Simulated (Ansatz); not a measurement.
# TiC: enthalpy against pressure

TiC, Fm-3m, a = 4.328 Å. Ansatz: r2SCAN, PAW, 500 eV, Γ-centred 16×16×16 mesh on 2 atoms, Gaussian smearing 0.10 eV; no spin polarisation. Cell and atoms are relaxed at each pressure, and no other structure is tried, so the rows at high pressure may lie past a change of phase. y is the enthalpy over the state at zero pressure; there V0 = 10.133 Å³/atom. The pressures are the targets, met within 0.05 GPa.

| P (GPa) | y (eV/atom) |
| --- | --- |
| -2.0 | -0.1270 |
| 0.0 | 0.0000 |
| 2.0 | 0.1260 |
| 5.0 | 0.3133 |
| 10.0 | ? |
| 20.0 | 1.2217 |
| 40.0 | 2.3727 |

Problem. Fit y = c1 P + c2 P² + c3 P³ to the other rows, say what c1 and c2 mean, and predict the missing value.

Solution. Least squares on the rows shown. y = 0.063240 P − 0.00011747 P² + 4.8512×10⁻⁷ P³. Since dH/dP = V, c1 is V0: 0.063240 eV/GPa × 160.2 = 10.131 Å³ against 10.133; c2 = −V0/(2B0) gives B0 = 269 GPa, where a Birch–Murnaghan fit to the volumes of the same runs (not shown) gives 262 GPa. At P = 10.0 the fit asked for gives 0.6211 eV/atom. The run gave 0.6211 eV/atom, the same to the digits shown.